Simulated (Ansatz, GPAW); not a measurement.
**naphthalene-2,6-dithiol between two Cu chains: relaxation, then transmission at several levels**

Wanted: T(E) of naphthalene-2,6-dithiol between two Cu chains at a relaxed geometry in two programs, beside the unrelaxed structure.

Calculated with GPAW 26.7.0 and Ansatz 0.2.0; Ansatz plane waves; relaxation of the junction with the lead ends held; PAW set soft_1, in the first sound run; inputs show where later runs differ.

## (1) The structure

The cell holds 30 atoms: 12 Cu, 2 S, 6 H and 10 C. Its edges and angles: a = 12.831 Å, b = 9.272 Å, c = 35.658 Å, α = 90.0°, β = 90.0°, γ = 90.0°. Regions: left lead, 6 atoms (6 Cu); channel, 18 atoms (2 S, 6 H and 10 C); right lead, 6 atoms (6 Cu). Vacuum lies along a and b. The structure is stacked along c, and the current runs across the ab planes.

## (2) Relaxing the atoms

Transmission follows bond lengths closely, so the atoms between the held lead ends are relaxed first, from a slightly shaken start that lets symmetry break.

Contents of input.yaml:

```yaml
crystal:
  lattice:
    - [12.8309236091, 0.0, 0.0]
    - [0.0, 9.2723811501, 0.0]
    - [0.0, 0.0, 35.6581965626]
  atoms:
    - { symbol: Cu, position: [0.5, 0.5, 0.0322506495] }
    - { symbol: Cu, position: [0.5, 0.5, 0.0967519486] }
    - { symbol: Cu, position: [0.5, 0.5, 0.1612532476] }
    - { symbol: Cu, position: [0.5, 0.5, 0.2257545467] }
    - { symbol: Cu, position: [0.5036816706, 0.5024048301, 0.2894398576] }
    - { symbol: Cu, position: [0.4995043121, 0.4990723098, 0.3567446981] }
    - { symbol: S, position: [0.3842879962, 0.6532126742, 0.3869873673] }
    - { symbol: H, position: [0.5841641858, 0.6492991636, 0.4284080112] }
    - { symbol: C, position: [0.4163319307, 0.6483049791, 0.4362549013] }
    - { symbol: C, position: [0.5191698532, 0.6523641831, 0.449842945] }
    - { symbol: H, position: [0.2530877909, 0.6488909553, 0.4527114211] }
    - { symbol: C, position: [0.3301155215, 0.6498288137, 0.4612636018] }
    - { symbol: H, position: [0.7073232398, 0.6443014953, 0.4800111046] }
    - { symbol: C, position: [0.542450937, 0.6467018546, 0.4861033497] }
    - { symbol: C, position: [0.6431513644, 0.6483509975, 0.4989120973] }
    - { symbol: C, position: [0.354284185, 0.6453615215, 0.500006891] }
    - { symbol: C, position: [0.4628199281, 0.6489464998, 0.514807001] }
    - { symbol: H, position: [0.2891317281, 0.6457337474, 0.5195610914] }
    - { symbol: C, position: [0.6662078596, 0.6500420882, 0.5386206345] }
    - { symbol: H, position: [0.7459664065, 0.6523626072, 0.547559079] }
    - { symbol: C, position: [0.4832841441, 0.6498275088, 0.5518895218] }
    - { symbol: C, position: [0.5853330199, 0.6456125333, 0.5647482573] }
    - { symbol: H, position: [0.4195828564, 0.6477507129, 0.5740619245] }
    - { symbol: S, position: [0.6138921167, 0.644608054, 0.6117943964] }
    - { symbol: Cu, position: [0.4980140305, 0.4929121474, 0.6455839039] }
    - { symbol: Cu, position: [0.4975128014, 0.5012539922, 0.70858717] }
    - { symbol: Cu, position: [0.5, 0.5, 0.7742454533] }
    - { symbol: Cu, position: [0.5, 0.5, 0.8387467524] }
    - { symbol: Cu, position: [0.5, 0.5, 0.9032480514] }
    - { symbol: Cu, position: [0.5, 0.5, 0.9677493505] }
kpoints:
  mp_grid: { grid: [1, 1, 2] }
hamiltonian:
  xc: pbe
  pseudopotentials: { kind: paw, azcp: { folder: soft_1 } }
scf:
  occupations: { method: fermi_dirac, width: 0.1 }
relax:
  f_tol: 0.03
  max_steps: 80
  constraints: [{ sites: [0, 1, 2, 3, 26, 27, 28, 29] }]
```

On the command line:

```console
$ ansatz run input.yaml --threads 4 --pin off --max-ram 8192MiB --backend cpu --events-out ev --progress --plain --runs-dir out
```

Numbers of over 12 decimals in the logs are rounded to 6 here.

The program printed:

```text
Engine: ansatz 0.2.0, aarch64-unknown-linux-gnu
Pseudopotentials: kind: paw
Pseudopotential: Cu, paw, valence charge 19, recommended cutoff 420 eV (normal), soft_1/Cu.paw.azcp
Pseudopotential: S, paw, valence charge 6, recommended cutoff 420 eV (normal), soft_1/S.paw.azcp
Pseudopotential: H, paw, valence charge 1, recommended cutoff 420 eV (normal), soft_1/H.paw.azcp
Pseudopotential: C, paw, valence charge 4, recommended cutoff 420 eV (normal), soft_1/C.paw.azcp
Functional definition: PBE
  parameter kappa = 0.804
  parameter beta = 0.066725
  exchange = pbe_x(kappa = kappa, mu = beta*pi^2/3)
  correlation = pbe_c(beta = beta)
Crystal: 30 atoms, lattice volume = 4242.370 Å³
Basis set: ecut = 420 eV, 83047 PW (Γ), exchange–correlation on 180×128×480 points (8 copies of the dense FFT grid, shifted against one another)
Bands: 173, of which v1, the nominal top of the filled ones, is band 143 counted from 1 (142 counted from 0)
Symmetry: 1 space group operations
Space group: P1 (ITA 1), of the structure as read, at distance tolerance 1.6e-4 Å
k-points: 2
Non-local potential: Cu, projectors of the file, l = 0: 3, l = 1: 2, l = 2: 3, l = 3: 1
Non-local potential: S, projectors of the file, l = 0: 2, l = 1: 2, l = 2: 1
Non-local potential: H, projectors of the file, l = 0: 2, l = 1: 1
Non-local potential: C, projectors of the file, l = 0: 2, l = 1: 2, l = 2: 1
PAW form: soft (Blöchl's): semilocal exchange-correlation on the pseudo side does not see the compensation charge
PAW one-centre angular grid: Cu, 590 points (default); XC on 64 Gauss nodes
PAW one-centre angular grid: S, 110 points (default); XC on 64 Gauss nodes
PAW one-centre angular grid: H, 110 points (default); XC on 64 Gauss nodes
PAW one-centre angular grid: C, 110 points (default); XC on 64 Gauss nodes
Initial density: superposition of atomic densities (neutral atoms: chi_scale 0, normalization atom)
Initial wavefunctions: pseudopotential atomic-orbital guess
Functional: x = pbe(κ = 0.804, μ = 0.219515), c = pbe(β = 0.066725)
SCF iter   1: F=—  HF=-83906.975366 eV  |F-HF|=—  |Δ(HF+E_count)|=         —  Δρ=5.98e-2  dr2=2.74e2  ethr=3.10e-3  ⟨swp⟩=8.0  Hψ=1698  notcnv=0  defer=6
preconditioner: auto → LDOS  [metal: Δε(μ)=0.009 eV  Ē_g=5.834 eV  σ=0.100 eV  W_gap=0.02  n_scr=396 (ndim 8)  ℏωp=7.6 eV  f_vac=0.805  D(μ)=48.55/eV (n_scr^D=196)  β→1.0]
SCF iter   2: F=—  HF=-83888.525918 eV  |F-HF|=—  |Δ(HF+E_count)|=    1.84e1  Δρ=2.85e-2  dr2=2.93e1  ethr=3.10e-3  ⟨swp⟩=6.0  Hψ=991  notcnv=0  defer=16
SCF iter   3: F=—  HF=-83905.879945 eV  |F-HF|=—  |Δ(HF+E_count)|=    1.74e1  Δρ=8.63e-2  dr2=3.09e2  ethr=3.10e-3  ⟨swp⟩=4.0  Hψ=871  notcnv=0  defer=27  recentre
SCF iter   4: F=—  HF=-83885.237698 eV  |F-HF|=—  |Δ(HF+E_count)|=    2.06e1  Δρ=1.10e-2  dr2=5.90e0  ethr=3.10e-3  ⟨swp⟩=6.0  Hψ=852  notcnv=0
SCF iter   5: F=—  HF=-83885.446337 eV  |F-HF|=—  |Δ(HF+E_count)|=   2.09e-1  Δρ=3.52e-3  dr2=5.31e-1  ethr=2.06e-3  ⟨swp⟩=2.0  Hψ=620  notcnv=0  defer=26
SCF iter   6: F=—  HF=-83885.770128 eV  |F-HF|=—  |Δ(HF+E_count)|=   3.24e-1  Δρ=2.50e-3  dr2=3.25e-1  ethr=1.86e-4  ⟨swp⟩=2.0  Hψ=613  notcnv=0  defer=33
SCF iter   7: F=—  HF=-83885.939843 eV  |F-HF|=—  |Δ(HF+E_count)|=   1.70e-1  Δρ=1.39e-3  dr2=7.61e-2  ethr=1.14e-4  ⟨swp⟩=2.0  Hψ=329  notcnv=0  defer=33
SCF iter   8: F=—  HF=-83885.995797 eV  |F-HF|=—  |Δ(HF+E_count)|=   5.60e-2  Δρ=6.16e-4  dr2=1.76e-2  ethr=2.66e-5  ⟨swp⟩=2.0  Hψ=526  notcnv=0  defer=33
SCF iter   9: F=—  HF=-83886.002867 eV  |F-HF|=—  |Δ(HF+E_count)|=   7.07e-3  Δρ=2.86e-4  dr2=4.10e-3  ethr=6.17e-6  ⟨swp⟩=2.0  Hψ=365  notcnv=0  defer=33
SCF iter  10: F=—  HF=-83886.005390 eV  |F-HF|=—  |Δ(HF+E_count)|=   2.52e-3  Δρ=1.78e-4  dr2=1.52e-3  ethr=1.43e-6  ⟨swp⟩=2.5  Hψ=498  notcnv=0  defer=33
SCF iter  11: F=—  HF=-83886.006332 eV  |F-HF|=—  |Δ(HF+E_count)|=   9.42e-4  Δρ=7.07e-5  dr2=2.32e-4  ethr=5.30e-7  ⟨swp⟩=2.0  Hψ=501  notcnv=0  defer=33
SCF iter  12: F=—  HF=-83886.006739 eV  |F-HF|=—  |Δ(HF+E_count)|=   4.06e-4  Δρ=4.74e-5  dr2=1.01e-4  ethr=8.10e-8  ⟨swp⟩=2.0  Hψ=447  notcnv=0  defer=33
SCF iter  13: F=—  HF=-83886.006831 eV  |F-HF|=—  |Δ(HF+E_count)|=   9.27e-5  Δρ=3.22e-5  dr2=4.72e-5  ethr=3.53e-8  ⟨swp⟩=3.0  Hψ=538  notcnv=0  defer=33
SCF iter  14: F=-83886.006890 eV  HF=-83886.006858 eV  |F-HF|=3.22e-5  |Δ(HF+E_count)|=   2.65e-5  Δρ=2.22e-5  dr2=1.74e-5  ethr=7.87e-9  ⟨swp⟩=4.0  Hψ=1099  notcnv=0
SCF 1 converged in 14 iterations: F = -83886.006890 eV  dr2 = 1.74e-5
  greatest PAW one-centre occupation: 1.000 electrons in one spin orbital (limit 2), on the Cu atom at site 26 (counted from 0), in its partial waves of l = 0
relax step   1: F+E_penalty+E_count = -83886.00689022 eV  Δ(F+E_penalty+E_count) = +0.000e0 eV  max|allowed force component| = 4.607e0 eV/Å  Δτ_max = 0.0000 Å  (14 SCF iters, dr2 threshold 2.25e-5 eV, accepted)
Initial density: handed on by an earlier stage of this run
Initial wavefunctions: those handed on with the density
iter 1 solved again at ethr=3.97e-4 eV; its pass at ethr=3.10e-3 eV (dr2=1.13e0 eV) is discarded
SCF iter   1: F=—  HF=-83887.173381 eV  |F-HF|=—  |Δ(HF+E_count)|=         —  Δρ=5.69e-3  dr2=1.15e0  ethr=3.97e-4  ⟨swp⟩=1.0  Hψ=1492  notcnv=0  defer=35
preconditioner: auto → LDOS  [metal: Δε(μ)=0.104 eV  Ē_g=6.571 eV  σ=0.100 eV  W_gap=0.25  n_scr=396 (ndim 8)  ℏωp=7.9 eV  f_vac=0.826  D(μ)=15.17/eV (n_scr^D=32)  β→1.0]
SCF iter   2: F=—  HF=-83887.019196 eV  |F-HF|=—  |Δ(HF+E_count)|=   1.54e-1  Δρ=2.77e-3  dr2=4.31e-1  ethr=3.97e-4  ⟨swp⟩=3.0  Hψ=720  notcnv=0  defer=35
SCF iter   3: F=—  HF=-83886.952581 eV  |F-HF|=—  |Δ(HF+E_count)|=   6.66e-2  Δρ=2.15e-3  dr2=1.40e-1  ethr=1.51e-4  ⟨swp⟩=3.0  Hψ=602  notcnv=0  defer=35
SCF iter   4: F=—  HF=-83886.939502 eV  |F-HF|=—  |Δ(HF+E_count)|=   1.31e-2  Δρ=6.38e-4  dr2=1.61e-2  ethr=4.91e-5  ⟨swp⟩=2.0  Hψ=526  notcnv=0  defer=35
SCF iter   5: F=—  HF=-83886.945747 eV  |F-HF|=—  |Δ(HF+E_count)|=   6.24e-3  Δρ=2.71e-4  dr2=3.20e-3  ethr=5.64e-6  ⟨swp⟩=2.0  Hψ=488  notcnv=0  defer=35
SCF iter   6: F=—  HF=-83886.949151 eV  |F-HF|=—  |Δ(HF+E_count)|=   3.40e-3  Δρ=2.19e-4  dr2=1.83e-3  ethr=1.12e-6  ⟨swp⟩=2.0  Hψ=455  notcnv=0  defer=35
SCF iter   7: F=—  HF=-83886.950759 eV  |F-HF|=—  |Δ(HF+E_count)|=   1.61e-3  Δρ=8.23e-5  dr2=2.83e-4  ethr=6.39e-7  ⟨swp⟩=2.0  Hψ=449  notcnv=0  defer=35
SCF iter   8: F=—  HF=-83886.950953 eV  |F-HF|=—  |Δ(HF+E_count)|=   1.94e-4  Δρ=2.42e-5  dr2=2.07e-5  ethr=9.91e-8  ⟨swp⟩=2.0  Hψ=479  notcnv=0  defer=35
SCF iter   9: F=-83886.951093 eV  HF=-83886.951030 eV  |F-HF|=6.31e-5  |Δ(HF+E_count)|=   7.65e-5  Δρ=1.39e-5  dr2=7.09e-6  ethr=7.23e-9  ⟨swp⟩=4.0  Hψ=956  notcnv=0
[...]
relax step  12: F+E_penalty+E_count = -83887.79788829 eV  Δ(F+E_penalty+E_count) = -2.050e-2 eV  max|allowed force component| = 1.589e-1 eV/Å  Δτ_max = 0.1381 Å  (7 SCF iters, dr2 threshold 4.63e-5 eV, accepted)
relax step  13: F+E_penalty+E_count = -83887.82115340 eV  Δ(F+E_penalty+E_count) = -2.327e-2 eV  max|allowed force component| = 7.808e-2 eV/Å  Δτ_max = 0.1937 Å  (10 SCF iters, dr2 threshold 1.38e-5 eV, accepted)
relax step  14: F+E_penalty+E_count = -83887.83534360 eV  Δ(F+E_penalty+E_count) = -1.419e-2 eV  max|allowed force component| = 1.196e-1 eV/Å  Δτ_max = 0.1952 Å  (12 SCF iters, dr2 threshold 1.47e-6 eV, accepted)
relax step  15: F+E_penalty+E_count = -83887.84742919 eV  Δ(F+E_penalty+E_count) = -1.209e-2 eV  max|allowed force component| = 1.678e-1 eV/Å  Δτ_max = 0.1794 Å  (11 SCF iters, dr2 threshold 3.45e-6 eV, accepted)
relax step  16: F+E_penalty+E_count = -83887.85701121 eV  Δ(F+E_penalty+E_count) = -9.582e-3 eV  max|allowed force component| = 1.241e-1 eV/Å  Δτ_max = 0.1656 Å  (9 SCF iters, dr2 threshold 2.81e-5 eV, accepted)
relax step  17: F+E_penalty+E_count = -83887.86548014 eV  Δ(F+E_penalty+E_count) = -8.469e-3 eV  max|allowed force component| = 9.174e-2 eV/Å  Δτ_max = 0.1943 Å  (10 SCF iters, dr2 threshold 8.43e-6 eV, accepted)
relax step  18: F+E_penalty+E_count = -83887.87072892 eV  Δ(F+E_penalty+E_count) = -5.249e-3 eV  max|allowed force component| = 1.042e-1 eV/Å  Δτ_max = 0.1629 Å  (10 SCF iters, dr2 threshold 4.60e-6 eV, accepted)
relax step  19: F+E_penalty+E_count = -83887.87328571 eV  Δ(F+E_penalty+E_count) = -2.557e-3 eV  max|allowed force component| = 7.788e-2 eV/Å  Δτ_max = 0.0748 Å  (8 SCF iters, dr2 threshold 5.93e-6 eV, accepted)
relax step  20: F+E_penalty+E_count = -83887.87432334 eV  Δ(F+E_penalty+E_count) = -1.038e-3 eV  max|allowed force component| = 2.150e-2 eV/Å  Δτ_max = 0.0324 Å  (7 SCF iters, dr2 threshold 3.39e-6 eV, accepted)
iter 1 solved again at ethr=6.90e-10 eV; its pass at ethr=3.10e-3 eV (dr2=1.97e-6 eV) is discarded
SCF iter   1: F=—  HF=-83887.874056 eV  |F-HF|=—  |Δ(HF+E_count)|=         —  Δρ=7.52e-6  dr2=1.97e-6  ethr=6.90e-10  ⟨swp⟩=1.0  Hψ=946  notcnv=0  defer=29
preconditioner: auto → LDOS  [metal: Δε(μ)=0.050 eV  Ē_g=6.628 eV  σ=0.100 eV  W_gap=0.12  n_scr=396 (ndim 8)  ℏωp=7.9 eV  f_vac=0.826  D(μ)=14.06/eV (n_scr^D=32)  β→1.0]
SCF iter   2: F=—  HF=-83887.874322 eV  |F-HF|=—  |Δ(HF+E_count)|=   2.66e-4  Δρ=1.22e-5  dr2=3.90e-6  ethr=6.89e-10  ⟨swp⟩=2.0  Hψ=605  notcnv=0  defer=29
SCF iter   3: F=—  HF=-83887.874324 eV  |F-HF|=—  |Δ(HF+E_count)|=   2.54e-6  Δρ=4.92e-6  dr2=6.51e-7  ethr=6.89e-10  ⟨swp⟩=2.0  Hψ=605  notcnv=0  defer=29
SCF iter   4: F=—  HF=-83887.874325 eV  |F-HF|=—  |Δ(HF+E_count)|=   4.76e-7  Δρ=2.03e-6  dr2=1.35e-7  ethr=2.27e-10  ⟨swp⟩=2.0  Hψ=599  notcnv=0  defer=29
SCF iter   5: F=-83887.874325 eV  HF=-83887.874325 eV  |F-HF|=6.47e-8  |Δ(HF+E_count)|=   8.31e-8  Δρ=4.05e-7  dr2=9.12e-9  ethr=3.50e-11  ⟨swp⟩=4.0  Hψ=1041  notcnv=0
SCF 21 converged in 5 iterations: F = -83887.874325 eV  dr2 = 9.12e-9
relax step  21: F+E_penalty+E_count = -83887.87432507 eV  Δ(F+E_penalty+E_count) = -1.731e-6 eV  max|allowed force component| = 2.153e-2 eV/Å  Δτ_max = 0.0000 Å  (5 SCF iters, accepted)
SCF converged after 5 iterations
Free energy (F): -83887.874325 eV
Harris-Foulkes:  -83887.874325 eV  (|F-HF|=6.47e-8)
Internal energy: -83887.361785 eV  (E = F + TS)
E sigma→0 (E₀):  -83887.618055 eV
Entropy (-TS):   -0.512540 eV (-17.085 meV/atom)
Fermi energy:    -3.961529 eV
--- Per-component energies (eV) ---
  E_band       = -9297.984836
  E_kinetic    = 4303.895803
  E_local      = -147073.228703  (includes V_loc(G=0)·N_el)
  E_nonlocal   = 11153.347696
  E_hartree    = 66700.707302
  E_xc         = -1480.506204
  E_vxc        = -1814.092281  (∫ρ·V_xc dr)
  E_paw        = -24144.736949  (= ΣΔE_a)
  E_vpaw       = -9269.309589  (= ΣTr[D̂ρ^β])
  E_aug_tail   = 0.005443  (compensation charges beyond the density's cutoff)
  E_ewald      = 6653.153826
  E_smearing   = -0.512540  (= −TS)
  E_closure    = 0.000000  (closes the sum)
  Σ components = -83887.874325   (vs F -83887.874325, Δ=0.00e0)
--- Forces (eV/Å), atoms counted from 1 ---
  atom   1  Cu    -0.00420582    -0.00707015     0.08029010
  atom   2  Cu    -0.00690207    -0.01534741    -0.07954834
  atom   3  Cu     0.04315747     0.08344568     0.08825054
  atom   4  Cu    -0.03746341    -0.06148704     0.35595155
  atom   5  Cu     0.00279042     0.00931113    -0.00937551
  atom   6  Cu    -0.00337984    -0.00720788     0.00434450
  atom   7  S      0.00552974    -0.00269605     0.01646364
  atom   8  H     -0.00266734     0.00146526    -0.00071323
  atom   9  C     -0.01071518    -0.00040236    -0.00868384
  atom  10  C      0.00369596    -0.00515812     0.00894528
  atom  11  H      0.00017481    -0.00501442     0.00332121
  atom  12  C      0.00546903     0.01415116    -0.00476746
  atom  13  H     -0.00171549    -0.00205552     0.00150970
  atom  14  C      0.00111910     0.00110040    -0.00647009
  atom  15  C     -0.00025571     0.00014523     0.00019803
  atom  16  C     -0.00047959    -0.01629480     0.00150997
  atom  17  C     -0.00140967     0.00381389     0.00756152
  atom  18  H      0.00116838     0.00558419    -0.00055383
  atom  19  C     -0.00530104     0.01766623     0.00563888
  atom  20  H     -0.00084863    -0.00334703    -0.00255321
  atom  21  C     -0.00404683     0.00641063    -0.00856212
  atom  22  C      0.01101079    -0.02152942     0.00676496
  atom  23  H      0.00256744     0.00053015     0.00089425
  atom  24  S     -0.00429328    -0.00014820    -0.01769357
  atom  25  Cu     0.00333395    -0.00642866    -0.00540727
  atom  26  Cu    -0.00201090     0.00946892     0.01698203
  atom  27  Cu     0.04119988    -0.05633600    -0.36436608
  atom  28  Cu    -0.04758072     0.07774476    -0.08973348
  atom  29  Cu     0.00751372    -0.01397798     0.08051444
  atom  30  Cu     0.00453890    -0.00639032    -0.08069398
  max |Σ_I F_I| component: 5.37e-5 eV/Å
--- Relaxed structure (21 steps of the walk, 21 accepted, 0 SCFs on fresh bases) ---
  F+E_penalty+E_count = -83887.87432507 eV   max|allowed force component| = 2.153e-2 eV/Å
  atoms:
    - { symbol: Cu, position: [0.5, 0.5, 0.032251] }
    - { symbol: Cu, position: [0.5, 0.5, 0.0967519486] }
    - { symbol: Cu, position: [0.5, 0.5, 0.161253] }
    - { symbol: Cu, position: [0.5, 0.5, 0.225755] }
    - { symbol: Cu, position: [0.538439, 0.612352, 0.282966] }
    - { symbol: Cu, position: [0.478918, 0.518142, 0.339915] }
    - { symbol: S, position: [0.378031, 0.501720, 0.387402] }
    - { symbol: H, position: [0.586101, 0.510341, 0.427896] }
    - { symbol: C, position: [0.418484, 0.510491, 0.434088] }
    - { symbol: C, position: [0.521208, 0.511674, 0.447667] }
    - { symbol: H, position: [0.255244, 0.513726, 0.450446] }
    - { symbol: C, position: [0.335054, 0.513192, 0.460913] }
    - { symbol: H, position: [0.711288, 0.514169, 0.481171] }
    - { symbol: C, position: [0.542383, 0.513254, 0.486429] }
    - { symbol: C, position: [0.646211, 0.513590, 0.500886] }
    - { symbol: C, position: [0.354194, 0.514274, 0.498725] }
    - { symbol: C, position: [0.458021, 0.513551, 0.513177] }
    - { symbol: H, position: [0.289125, 0.515137, 0.518441] }
    - { symbol: C, position: [0.665337, 0.512997, 0.538700] }
    - { symbol: H, position: [0.745153, 0.513289, 0.549163] }
    - { symbol: C, position: [0.479181, 0.512310, 0.551942] }
    - { symbol: C, position: [0.581895, 0.511196, 0.565532] }
    - { symbol: H, position: [0.414277, 0.511541, 0.571709] }
    - { symbol: S, position: [0.622285, 0.503527, 0.612236] }
    - { symbol: Cu, position: [0.520967, 0.517251, 0.659684] }
    - { symbol: Cu, position: [0.456618, 0.606097, 0.716566] }
    - { symbol: Cu, position: [0.5, 0.5, 0.774245] }
    - { symbol: Cu, position: [0.5, 0.5, 0.838747] }
    - { symbol: Cu, position: [0.5, 0.5, 0.903248] }
    - { symbol: Cu, position: [0.5, 0.5, 0.967749] }
```

Elapsed: 11 min, on 4 threads of Arm Neoverse V1, shared host; peak memory 6.6 GiB; 43 min of CPU time.

Relaxation path:

```csv
step,energy less that of the first step (eV),largest force component (eV/Å)
1,0.0000,4.6070
2,-0.9442,1.5839
3,-1.1776,0.9085
4,-1.3270,0.1412
5,-1.4032,0.1382
6,-1.4818,0.1152
7,-1.5608,0.1114
8,-1.6353,0.1091
9,-1.7022,0.1124
10,-1.7483,0.1898
11,-1.7705,0.2152
12,-1.7910,0.1589
13,-1.8143,0.0781
14,-1.8285,0.1196
15,-1.8405,0.1678
16,-1.8501,0.1241
17,-1.8586,0.0917
18,-1.8638,0.1042
19,-1.8664,0.0779
20,-1.8674,0.0215
21,-1.8674,0.0215
```

The atoms that moved most (Å):

```csv
atom,dx,dy,dz,length
S7,-0.080,-1.405,0.015,1.407
S24,0.108,-1.308,0.016,1.313
C10,0.026,-1.305,-0.078,1.307
H20,-0.010,-1.290,0.057,1.291
H8,0.025,-1.288,-0.018,1.289
C9,0.028,-1.278,-0.077,1.280
C21,-0.053,-1.275,0.002,1.276
C19,-0.011,-1.271,0.003,1.271
```

Numbers from this step:

| Quantity | Value |
| --- | --- |
| free energy | -83887.8743 eV |
| smearing term TS | 0.5125 eV |
| symmetry operations | 1 |

The relaxation lowered the energy of the cell by 1.87 eV.

(Continued in part 2 of 4.)

[Logs are printed without paths, hosts, clocks, repeated set-up lines and the standing remarks that a program may print on its own settings, such as how far it seeks lower states.]

[Hosts, paths, dates, database ids (printed as entryN), source tags and the programs' standing remarks are cut or masked in the printed files.]
